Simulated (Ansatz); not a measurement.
Runs of Ansatz 0.2.0 on SnTe. It takes space group F-43m (No. 216, cubic). Conventional cell: a = 7.222 Å, b = 7.222 Å, c = 7.222 Å, α = 90.00°, β = 90.00°, γ = 90.00°. Te (site symmetry -43m) is surrounded by 4 Sn at 3.13 Å. Around Sn (site symmetry -43m) lie 4 Te at 3.13 Å. Measurements of this composition are mostly on another form, of space group No. 225.

```csv
level,cutoff (eV),gap on the mesh (eV),pressure (GPa),relaxed volume (Å³/atom)
BLYP,420,0.50,0.0,50.15
LDA,420,none,0.0,42.94
r2SCAN,500,0.34,0.0,(a)
RPBE,420,0.50,0.0,48.88
revPBE,420,0.46,0.0,(b)
PBEsol,420,(c),0.0,44.43
```

Alike in all rows: task relaxation of cell and atoms; potentials or basis Ansatz PAW; no spin polarisation; cell relaxed; k mesh 7 × 7 × 7; smearing fermi-dirac 0.05 eV.

**Question.** Estimate the missing entries.

**Answer.** (a) 46.01; (b) 48.39; (c) 0.14.

Caveats: the plane-wave basis is chosen anew once the cell has moved, so the energies of steps on either side of that aren't comparable; the PAW data sets come from PBE, with cores solved anew for the run's functional, which leaves a small shift of forces and pressure; odd divisions of the mesh miss points on the zone boundary, where band edges often lie, so the gap on the mesh can be too wide (some runs); spin-orbit coupling is left out, which moves the levels of the heavy elements (some runs).

A k mesh can miss the band edges, and the runs leave out spin-orbit coupling on Sn, Te.

A gap of «none» marks a metal or a gap under the smearing width.

Runs at the PBE level aren't shown here.
